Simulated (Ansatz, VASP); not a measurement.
CdS (Hawleyite) in VASP and in Ansatz

Contents of INCAR:

```
SYSTEM = CdS
  ALGO = Normal
  EDIFF = 1E-6
  ENCUT = 520
  GGA = PS
  ISIF = 2
  ISMEAR = -1
  LASPH = .True.
  LCHARG = .False.
  LREAL = .False.
  LWAVE = .False.
  NBANDS = 16
  NELM = 80
  PREC = Accurate
  SIGMA = 0.05
```

File KPOINTS:

```
k-points
0
Gamma
  8 8 8
  0 0 0
```

File POSCAR:

```
CdS
1.0
    0.0000000000      2.9165000000      2.9165000000
    2.9165000000      0.0000000000      2.9165000000
    2.9165000000      2.9165000000      0.0000000000
Cd S
1 1
Direct
    0.0000000000      0.0000000000      0.0000000000
    0.7500000000      0.7500000000      0.7500000000
```

Contents of input.yaml:

```yaml
crystal:
  lattice:
    - [0.0, 2.9165, 2.9165]
    - [2.9165, 0.0, 2.9165]
    - [2.9165, 2.9165, 0.0]
  atoms:
    - { symbol: Cd, position: [0.0, 0.0, 0.0] }
    - { symbol: S, position: [0.75, 0.75, 0.75] }
hamiltonian:
  xc: pbesol
  pseudopotentials: { kind: paw }
kpoints:
  mp_grid: { grid: [8, 8, 8] }
  band_path:
    path:
      - [[0.0, 0.0, 0.0], [0.5, 0.0, 0.5], [0.5, 0.25, 0.75], [0.375, 0.375, 0.75], [0.0, 0.0, 0.0], [0.5, 0.5, 0.5], [0.625, 0.25, 0.625], [0.5, 0.25, 0.75], [0.5, 0.5, 0.5], [0.375, 0.375, 0.75]]
      - [[0.625, 0.25, 0.625], [0.5, 0.0, 0.5]]
    npoints: 14
scf:
  occupations: { method: fermi_dirac, width: 0.05 }
  n_extra_bands: 6
output:
  forces: true
  stress: true
  eigenvalues: true
  fatbands: true
```

Alike in both runs: functional PBEsol; k mesh 8 × 8 × 8; occupations fermi-dirac, width 0.05 eV; no spin polarisation.

```csv
,VASP,Ansatz
version,VASP 6.6.1,Ansatz 0.2.0
potentials or method,"VASP PAW PBE potentials, release 64 (Cd, S)",Ansatz PAW
plane-wave cutoff (eV),520,420
valence electrons in the cell,18,26
task,single point,band structure
```

Ansatz gave:

```
gap on the k mesh at the Fermi level (eV) : 1.00
least direct gap on the mesh (eV)         : 1.00
pressure (GPa)                            : -0.3
```

**Question.** Estimate VASP's values.

**Answer.** gap on the k mesh at the Fermi level (eV): 1.01; least direct gap on the mesh (eV): 1.01; pressure (GPa): 0.1.

The two sets of potentials don't hold the same shells in valence.

Caveats: the PAW data sets were made with another functional, which shifts forces and pressure a little (VASP); the PAW data sets come from PBE, with cores solved anew for the run's functional, which leaves a small shift of forces and pressure (Ansatz). PBEsol gaps usually lie below the measured ones, often by a third to a half.
